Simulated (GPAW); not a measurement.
Crystal: ZrC.

```xyz
4
Lattice="3.3915 0.0000 0.0000 -1.6957 2.9371 0.0000 0.0000 0.0000 5.2901" Properties=species:S:1:pos:R:3 pbc="T T T"
Zr    1.6957    0.9790    3.9675
Zr    0.0000    1.9581    1.3225
C     0.0000    0.0000    2.6450
C     0.0000    0.0000    0.0000
```

The cell comes from a database or a generator and needn't be the stable form of this composition.

- Program: GPAW 26.7.0
- Task: relaxation of cell and atoms
- Functional: PBEsol
- Dispersion: D3(BJ)
- Potentials or basis: PAW data sets generated in the run's folder for this functional
- Cutoff: 800 eV
- Basis: pw
- k mesh: 6 × 6 × 4
- Occupations: fermi-dirac, width 0.05 eV
- Spin: no spin polarisation

At the start: pressure -13.5 GPa; volume 13.17 Å³/atom.

Question: How do energy, volume and symmetry change on relaxing?

Answer: Over 7 steps the energy falls by 35.5 meV/atom and the volume is 12.39 Å³/atom (-6.0 %); space group P6_3/mmc (No. 194, to 0.05 Å).

Step by step:
```
step  energy change (eV)  largest force (eV/Å)  pressure (GPa)  volume (Å³)
   1              0.0000                0.0000          -13.51        52.69
   2             -0.0480                0.0000          -11.20        52.07
   3             -0.1397                0.0000            0.95        49.32
   4             -0.1405                0.0000            0.04        49.50
   5             -0.1408                0.0000           -0.05        49.52
   6             -0.1420                0.0000           -0.35        49.58
   7             -0.1421                0.0000           -0.14        49.54
```

Final structure:
```cif
data_structure
_symmetry_space_group_name_H-M 'P 1'
_symmetry_Int_Tables_number 1
_cell_length_a 3.3082
_cell_length_b 3.3082
_cell_length_c 5.2271
_cell_angle_alpha 90.000
_cell_angle_beta 90.000
_cell_angle_gamma 120.000
_cell_volume 49.54
loop_
_atom_site_label
_atom_site_type_symbol
_atom_site_fract_x
_atom_site_fract_y
_atom_site_fract_z
_atom_site_occupancy
Zr1 Zr 0.66667 0.33333 0.75000 1
Zr2 Zr 0.33333 0.66667 0.25000 1
C1 C 0.00000 0.00000 0.50000 1
C2 C 0.00000 0.00000 0.00000 1
```

Caveat: later steps reuse the first step's grids; pairwise dispersion overbinds metals, which lowers pressure and volume.
